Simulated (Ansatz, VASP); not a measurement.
# Two plane-wave programs on GaP

The input INCAR:

```
  PREC = Accurate
  ENCUT = 520
  EDIFF = 1E-6
  ISMEAR = 0
  SIGMA = 0.01
  LREAL = False
  LASPH = True
  NELM = 100
  ALGO = Normal
  ISIF = 2
  LWAVE = False
  LCHARG = False
  GGA = PS
  NBANDS = 16
```

Contents of KPOINTS:

```
Automatic mesh
0
Gamma
  8 8 8
```

POSCAR

```
GaP
1.0
    0.0000000000      2.7328599477      2.7328599477
    2.7328599477      0.0000000000      2.7328599477
    2.7328599477      2.7328599477      0.0000000000
Ga P
1 1
Direct
    0.0000000000      0.0000000000      0.0000000000
    0.7500000000      0.7500000000      0.7500000000
```

Input for Ansatz:

```yaml
crystal:
  lattice:
    - [0.0, 2.73285994766, 2.73285994766]
    - [2.73285994766, 0.0, 2.73285994766]
    - [2.73285994766, 2.73285994766, 0.0]
  atoms:
    - { symbol: Ga, position: [0.0, 0.0, 0.0] }
    - { symbol: P, position: [0.75, 0.75, 0.75] }
kpoints:
  mp_grid: { grid: [8, 8, 8] }
scf:
  occupations: { method: fixed }
  convergence: { dr2_threshold: 1.0e-10 }
hamiltonian:
  xc: pbesol
  pseudopotentials: { kind: paw }
output:
  forces: true
  stress: true
  eigenstates:
    kpoints:
      - [0.0, 0.0, 0.0]
      - [1.0e-09, 0.429437943, 0.429437943]
      - [0.429437943, 1.0e-09, 0.429437943]
      - [0.429437943, 0.429437943, 1.0e-09]
      - [0.0, -0.5, 0.0]
      - [-0.5, 0.0, 0.0]
      - [0.0, 0.0, -0.5]
      - [-0.5, -0.5, -0.5]
      - [0.5, 0.5, 0.0]
      - [0.5, 0.0, 0.5]
      - [0.0, 0.5, 0.5]
  eigenvalues: true
```

Alike in both runs: task single point; functional PBEsol; k mesh 8 × 8 × 8; no spin polarisation.

```csv
,VASP,Ansatz
version,VASP 6.6.1,Ansatz 0.2.0
potentials or method,"VASP PAW PBE potentials, release 64 (Ga_d, P)","PAW with Ansatz's default frozen-core files, scalar-relativistic"
plane-wave cutoff (eV),520,420
occupations,"gaussian, width 0.01 eV",fixed
valence electrons in the cell,18,18
```

Ansatz gave:

* gap on the k mesh at the Fermi level (eV): 1.53
* pressure (GPa): -1.2

**Question.** What did VASP give for the same quantities?

**Answer.** gap on the k mesh at the Fermi level (eV): 1.53; pressure (GPa): -1.3.

Caveats: the PAW data sets were made with another functional, which shifts forces and pressure a little (VASP). Expect the measured gap to be larger: semilocal functionals such as PBEsol lack the derivative discontinuity. A k mesh can miss the band edges.
